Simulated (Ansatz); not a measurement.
Space group Fm-3m (No. 225). a = 4.110 Å, b = 4.110 Å, c = 4.110 Å, α = 90.00°, β = 90.00°, γ = 90.00°
```
atom site symmetry x y z
  Ti    4a m-3m  0.0000  0.0000  0.0000
```

Equation of state of this Ti structure (not necessarily the ground state), with shape and atoms relaxed at each volume where symmetry leaves them free. It has no gap at any of these volumes. Computed with DFT r2SCAN, scalar-relativistic, plane waves, PAW (Ansatz 0.2.0).

Cutoff 500 eV; k points 18×18×18 on the computed 1-atom cell (Γ-centred); Gaussian smearing, width 0.10 eV; no spin polarisation.

```json
{"V (Å³/atom)": "16.319", "E − E(largest V) (meV/atom)": "3.81", "P (GPa)": "7.64"}
{"V (Å³/atom)": "16.840", "E − E(largest V) (meV/atom)": "-14.31", "P (GPa)": "3.59"}
{"V (Å³/atom)": "17.360", "E − E(largest V) (meV/atom)": "-20.02", "P (GPa)": "0.02"}
{"V (Å³/atom)": "17.881", "E − E(largest V) (meV/atom)": "-14.81", "P (GPa)": "-3.12"}
{"V (Å³/atom)": "18.402", "E − E(largest V) (meV/atom)": "0.00", "P (GPa)": "-5.89"}
```

Q: Fit a third-order Birch–Murnaghan equation to E(V).

A: V0 = 17.36 Å³/atom, B0 = 112 GPa, B0' = 3.3.

This fcc form isn't the element's structure at ambient conditions.